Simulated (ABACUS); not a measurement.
BN:

```
N B
1.0
     0.00000    1.81300    1.81300
     1.81300    0.00000    1.81300
     1.81300    1.81300    0.00000
N B
1 1
Direct
  0.25000 0.25000 0.25000
  0.00000 0.00000 0.00000
```

The cell is a database's computed one.

Program: ABACUS 3.10.1. Alike in all runs: task single point; no spin polarisation; cell as given; k mesh 10 × 10 × 10; smearing fermi-dirac 0.05 eV.

Order these runs on this cell by their band gap on the k mesh, lowest first.
A. level HLE16; potentials or basis Ansatz NC PBE, plane waves; cutoff (eV) 1252
B. level RPBE; potentials or basis Ansatz NC PBE, plane waves; cutoff (eV) 1252
C. level PBEsol; potentials or basis GBRV ultrasoft 1.5 PBEsol, plane waves; cutoff (eV) 544

C (4.28 eV), B (4.55 eV), A (5.62 eV).

Caveats: the cell as given lies far from equilibrium (some runs); the potentials were made for a functional far from this one (some runs).

A k mesh can miss the band edges.
